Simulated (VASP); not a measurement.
## Zn under changes of volume

One of the cells (14.286 Å³/atom); the others are scaled copies at fixed shape and fractional positions:

```xyz
2
Lattice="2.6074 0.0000 0.0000 -1.3037 2.2581 0.0000 0.0000 0.0000 4.8527" Properties=species:S:1:pos:R:3 pbc="T T T"
Zn    1.3037    0.7527    3.6396
Zn    0.0000    1.5054    1.2132
```

* Program: VASP 6.6.1
* Functional: PBEsol
* Potentials or basis: VASP PAW PBE potentials, release 64 (Zn)
* Cutoff: 520 eV
* k mesh: 10 × 10 × 6
* Occupations: fermi-dirac, width 0.05 eV
* Spin: no spin polarisation

```tsv
volume (Å³/atom)	energy over the lowest point (meV/atom)	pressure (GPa)
13.714	?	?
14.000	1.70	1.9
14.286	0.00	0.0
14.572	1.63	-1.8
14.857	6.20	-3.3
```

Q: What does the run at 13.714 Å³/atom give?

A: Energy over the lowest point 7.15 meV/atom; pressure 4.2 GPa.

Worked out: A Birch-Murnaghan fit of order 2 (a polynomial in V^(-2/3)) to the other rows has its minimum at 14.28 Å³/atom with B0 = V·E''(V) = 92 GPa at fixed shape and positions, which overstates the stiffness. It gives 7.04 meV/atom at 13.714 Å³/atom, against the run's 7.15, and -dE/dV = 4.1 GPa, against 4.2.

Energies are extrapolated to zero smearing.

Caveats: the PAW data sets were made with another functional, which shifts forces and pressure a little.
